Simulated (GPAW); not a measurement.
# Zn (Im-3m) in GPAW: reference runs

How does Zn come out in PBE? The cell is run as given.

Everything below comes from runs of GPAW 26.7.0. Logs are shortened: lines on timing, memory, paths and dates and some standing lists are left out, and cuts for length are marked. The log counts tension as positive stress, the text compression.

### Step 1. The structure

It takes space group Im-3m (No. 229, cubic). Conventional cell: a = 3.138 Å, b = 3.138 Å, c = 3.138 Å, α = 90.00°, β = 90.00°, γ = 90.00°. Zn (site symmetry m-3m) is surrounded by 8 Zn at 2.72 Å.

This isn't the form of Zn at room conditions, which is hcp.

### Step 2. Single point, PBE

File run.py:

```python
from ase import Atoms
from ase.dft.bandgap import bandgap
from ase.io import write
from ase.units import Bohr, GPa
from gpaw import GPAW, PW
from gpaw.elf import elf_from_dft_calculation

atoms = Atoms(['Zn'],
              cell=[[-1.569037, 1.569037, 1.569037],
                    [1.569037, -1.569037, 1.569037],
                    [1.569037, 1.569037, -1.569037]],
              scaled_positions=[[0.0, 0.0, 0.0]],
              pbc=True)

calc = GPAW(mode=PW(600),
            xc='PBE',
            kpts={'size': (12, 12, 12), 'gamma': True},
            occupations={'name': 'fermi-dirac', 'width': 0.05},
            nbands=13,
            convergence={'density': 1e-05, 'energy': 1e-05},
            maxiter=150,
            txt='gpaw.txt')
atoms.calc = calc
energy = atoms.get_potential_energy()
forces = atoms.get_forces()
stress = atoms.get_stress()
calc.write('gs.gpw')
write('result.traj', atoms)
print(f'Energy: {energy:.6f} eV')
print('Forces (eV/A):')
print(forces.round(4))
print('Stress (GPa):', (stress / GPa).round(3))
print('Fermi level:', round(calc.get_fermi_level(), 4), 'eV')
print(f'Gap: {bandgap(calc)[0]:.4f} eV, direct: {bandgap(calc, direct=True)[0]:.4f} eV')

# fields on the real-space grid
write('density.cube', atoms, data=calc.get_pseudo_density() * Bohr**3)
write('potential.cube', atoms, data=calc.get_electrostatic_potential())
write('elf.cube', atoms, data=elf_from_dft_calculation(calc).data)
```

Potentials or basis: GPAW PAW data sets (gpaw-data 1.2.1), pw.

Launch:

```sh
$ OMP_NUM_THREADS=1 python run.py
```

gpaw.txt:

```text
__  _  _
 | _ |_)|_||  |
 |__||  | ||/\| - 26.7.0

Input parameters:
  mode=PW(ecut=600.0),
  convergence={'density': 1e-05, 'energy': 1e-05},
  kpts=MonkhorstPack(size=(12, 12, 12), gamma=True),
  maxiter=150,
  nbands=13,
  occupations=Occupations(name='fermi-dirac', width=0.05),
  xc=XC(name='PBE')

Diagonalizing LCAO Hamiltonian
Converting LCAO to pw mode

       Zn

Atoms  # Å, Bohr magnetons
|   | symbol |        x |        y |        z |    initial magnetic moments |
|---|--------|----------|----------|----------|-----------------------------|
| 0 |     Zn | 0.000000 | 0.000000 | 0.000000 | ( 0.0000,  0.0000,  0.0000) |

Unit cell  # Å
| periodic |         x |         y |         z |  lengths |     angles |
|----------|-----------|-----------|-----------|----------|------------|
|      yes | -1.569037 |  1.569037 |  1.569037 | 2.717652 | 109.471221 |
|      yes |  1.569037 | -1.569037 |  1.569037 | 2.717652 | 109.471221 |
|      yes |  1.569037 |  1.569037 | -1.569037 | 2.717652 | 109.471221 |

Number of symmetries: 48
Symmetry operations  # r_c * U_cc + t_c -> r_c
|    | kind |            matrix            |
|----|------|------------------------------|
|  0 |  σ   |  1, 1, 1,  0, 0,-1,  0,-1, 0 |
|  1 |  C4  |  1, 1, 1,  0, 0,-1, -1, 0, 0 |
|  2 |  C2  |  1, 1, 1,  0,-1, 0,  0, 0,-1 |
|  3 |  S6  |  1, 1, 1,  0,-1, 0, -1, 0, 0 |
|  4 |  S6  |  1, 1, 1, -1, 0, 0,  0, 0,-1 |
|  5 |  C4  |  1, 1, 1, -1, 0, 0,  0,-1, 0 |
|  6 |  E   |  1, 0, 0,  0, 1, 0,  0, 0, 1 |
|  7 |  σ   |  1, 0, 0,  0, 1, 0, -1,-1,-1 |
|  8 |  σ   |  1, 0, 0,  0, 0, 1,  0, 1, 0 |
|  9 |  C3  |  1, 0, 0,  0, 0, 1, -1,-1,-1 |
| 10 |  C3  |  1, 0, 0, -1,-1,-1,  0, 1, 0 |
| 11 |  σ   |  1, 0, 0, -1,-1,-1,  0, 0, 1 |
| 12 |  σ   |  0, 1, 0,  1, 0, 0,  0, 0, 1 |
| 13 |  C2  |  0, 1, 0,  1, 0, 0, -1,-1,-1 |
| 14 |  C3  |  0, 1, 0,  0, 0, 1,  1, 0, 0 |
| 15 |  S4  |  0, 1, 0,  0, 0, 1, -1,-1,-1 |
| 16 |  S4  |  0, 1, 0, -1,-1,-1,  1, 0, 0 |
| 17 |  C3  |  0, 1, 0, -1,-1,-1,  0, 0, 1 |
| 18 |  C3  |  0, 0, 1,  1, 0, 0,  0, 1, 0 |
| 19 |  S4  |  0, 0, 1,  1, 0, 0, -1,-1,-1 |
| 20 |  σ   |  0, 0, 1,  0, 1, 0,  1, 0, 0 |
| 21 |  C3  |  0, 0, 1,  0, 1, 0, -1,-1,-1 |
| 22 |  C2  |  0, 0, 1, -1,-1,-1,  1, 0, 0 |
| 23 |  S4  |  0, 0, 1, -1,-1,-1,  0, 1, 0 |
| 24 |  C4  |  0, 0,-1,  1, 1, 1,  0,-1, 0 |
| 25 |  σ   |  0, 0,-1,  1, 1, 1, -1, 0, 0 |
| 26 |  S6  |  0, 0,-1,  0,-1, 0,  1, 1, 1 |
| 27 |  C2  |  0, 0,-1,  0,-1, 0, -1, 0, 0 |
| 28 |  C4  |  0, 0,-1, -1, 0, 0,  1, 1, 1 |
| 29 |  S6  |  0, 0,-1, -1, 0, 0,  0,-1, 0 |
| 30 |  S6  |  0,-1, 0,  1, 1, 1,  0, 0,-1 |
| 31 |  C4  |  0,-1, 0,  1, 1, 1, -1, 0, 0 |
| 32 |  C4  |  0,-1, 0,  0, 0,-1,  1, 1, 1 |
| 33 |  S6  |  0,-1, 0,  0, 0,-1, -1, 0, 0 |
| 34 |  σ   |  0,-1, 0, -1, 0, 0,  1, 1, 1 |
| 35 |  C2  |  0,-1, 0, -1, 0, 0,  0, 0,-1 |
| 36 |  C2  | -1, 0, 0,  1, 1, 1,  0, 0,-1 |
| 37 |  S6  | -1, 0, 0,  1, 1, 1,  0,-1, 0 |
| 38 |  S6  | -1, 0, 0,  0, 0,-1,  1, 1, 1 |
| 39 |  C2  | -1, 0, 0,  0, 0,-1,  0,-1, 0 |
| 40 |  C2  | -1, 0, 0,  0,-1, 0,  1, 1, 1 |
| 41 |  i   | -1, 0, 0,  0,-1, 0,  0, 0,-1 |
| 42 |  S4  | -1,-1,-1,  1, 0, 0,  0, 1, 0 |
| 43 |  C3  | -1,-1,-1,  1, 0, 0,  0, 0, 1 |
| 44 |  C3  | -1,-1,-1,  0, 1, 0,  1, 0, 0 |
| 45 |  σ   | -1,-1,-1,  0, 1, 0,  0, 0, 1 |
| 46 |  S4  | -1,-1,-1,  0, 0, 1,  1, 0, 0 |
| 47 |  C2  | -1,-1,-1,  0, 0, 1,  0, 1, 0 |

BZ-sampling:
  Number of BZ points: 1728
  Number of IBZ points: 72

  Monkhorst-Pack size: [12, 12, 12]
  Monkhorst-Pack shift: [0.041666666666666664, 0.041666666666666664, 0.041666666666666664]

K-points  # in reciprocal-cell coordinates
|     |                                coordinates |     weight |
|-----|--------------------------------------------|------------|
|   0 | ( -0.00000000,  -0.00000000,  -0.00000000) | 0.00057870 |
|   1 | (  0.08333333,  -0.00000000,  -0.00000000) | 0.00694444 |
|   2 | (  0.08333333,   0.08333333,  -0.08333333) | 0.00347222 |
|   3 | (  0.16666667,  -0.00000000,  -0.08333333) | 0.01388889 |
|   4 | (  0.16666667,  -0.00000000,  -0.00000000) | 0.00694444 |
|   5 | (  0.16666667,   0.08333333,  -0.08333333) | 0.01388889 |
|   6 | (  0.16666667,   0.16666667,  -0.16666667) | 0.00347222 |
|   7 | (  0.25000000,  -0.08333333,  -0.08333333) | 0.00462963 |
|   8 | (  0.25000000,  -0.00000000,  -0.08333333) | 0.02777778 |
|   9 | (  0.25000000,  -0.00000000,  -0.00000000) | 0.00694444 |
| ... |                                            |            |
|  71 | (  0.50000000,   0.50000000,   0.50000000) | 0.00057870 |

Plane wave coefficients: 533
Cutoff: 600.0 eV

Spin-components: 1 (collinear spins)
Bands:           13
Projectors:      6
Spin-degeneracy: 2
Datatype:        complex128

Density:
  Valence electrons: 12.0
  Components: 1
  Grid points: [16 16 16]
  Charge: 0.0  # |e|

Potential:
  Grid points: [16 16 16]

species:
  Zn:
    name:    Zinc
    Z:       30.0
    valence: 12
    core:    18
    charge:  0.0  # [|e|]
    compensation charges:
      type: gauss
      rc: 0.37  # [Å]
      lmax: 2
    cutoffs:
      filter: 2.14  # [Å]
      core: 2.28  # [Å]
    projectors
    | kind |    occ | energy [eV] | rcut [Å] |
    |------|--------|-------------|----------|
    |   4s |  2.000 |      -5.977 |    1.286 |
    |   4p |  0.000 |      -1.117 |    1.270 |
    |   3d | 10.000 |     -10.142 |    1.180 |
    |    s |        |      21.234 |    1.286 |
    |    p |        |      26.095 |    1.270 |
    |    d |        |      17.070 |    1.180 |

    Using partial waves for Zn as LCAO basis

Reference energy: -48861.326653  # eV

eigensolver:
  PPCG
  Converge bands: occupied
  niter=2

density mixing:
  MSR1-Mixer
  Pratt-step length: 0.05
  Maximum mixing coefficient: 0.75
  Old densities: 10
  SVD Regularization: 0.005
  Good broyden scale: 1.0
  Trust region scale: 1.0
  Backstep threshold: 4.0
  History deletion threshold: 6.0
  Fourier metric: weight=20.0, sigma=0.015

occupation numbers:
  Fermi-Dirac:
    width: 0.0500  # eV

poisson solver:
  ecut: 4800.0  # eV

xc functional:
[... 9 lines left out ...]
|iter     | |      energy | eigst |  dens |
|---------|-|-------------|-------|-------|
|iter:   1| |   -1.169868 | -0.08 |       |
|iter:   2| |   -1.147863 | -3.05 | -1.42 |
|iter:   3| |   -1.096390 | -1.96 | -1.47 |
|iter:   4| |   -1.098440 | -3.34 | -1.91 |
|iter:   5| |   -1.098886 | -3.28 | -2.27 |
|iter:   6| |   -1.098913 | -5.28 | -3.74 |
|iter:   7| |   -1.098916c| -5.75 | -3.78 |
|iter:   8| |   -1.098916c| -8.32c| -4.97 |
|iter:   9| |   -1.098916c| -8.92c| -5.36c|

Converged in 9 steps
Energy contributions relative to reference atoms: (reference = -48861.326653)

Energy contributions:
  Kinetic:          -1.039188
  Coulomb:           2.634298
  Zero:             -0.024489
  External:          0.000000
  Xc:               -2.667686
  Entropy:          -0.003704
  Spinorbit:         0.000000
  ----------------------------
  Free energy:      -1.100768
  Extrapolated:     -1.098916

dipole moment: (-3.013053, -3.013053, -3.013053)  # |e|*Ang

Fermi level: 6.557
Eigenvalues  # (at kpt = [-0.000, -0.000, -0.000])
| band index |      eig [eV] | occ [0-2] |
|------------|---------------|-----------|
|          0 |        -3.744 |     2.000 |
|          1 |        -1.133 |     2.000 |
|          2 |        -1.133 |     2.000 |
|          3 |        -1.133 |     2.000 |
|          4 |        -0.642 |     2.000 |
|          5 |        -0.642 |     2.000 |
|          6 |        25.544 |     0.000 |
|          7 |        25.544 |     0.000 |
|          8 |        25.544 |     0.000 |
|          9 |        27.070 |     0.000 |
|         10 |        27.070 |     0.000 |
|         11 |        27.070 |     0.000 |
|         12 |        28.503 |     0.000 |

No gap
No difference between direct/indirect transitions

Forces  # eV/Ang
|        x |        y |       z |
|----------|----------|---------|
| -0.00000 | -0.00000 | 0.00000 |  # Zn   0

Stress tensor  # eV/Ang^3
|         x |         y |        z |
|-----------|-----------|----------|
|  0.004440 | -0.000000 | 0.000000 |
| -0.000000 |  0.004440 | 0.000000 |
|  0.000000 |  0.000000 | 0.004440 |

# Writing to gs.gpw (mode='')
```

Run time: 6.8 s. Hardware: 1 thread of Intel Xeon 6975P-C (Granite Rapids), shared host; peak memory 0.13 GiB.

What came out:

* Free energy: -1.1008 eV
* Pressure: -0.7 GPa
* Band gap on the k mesh: none (metal or under the smearing width)
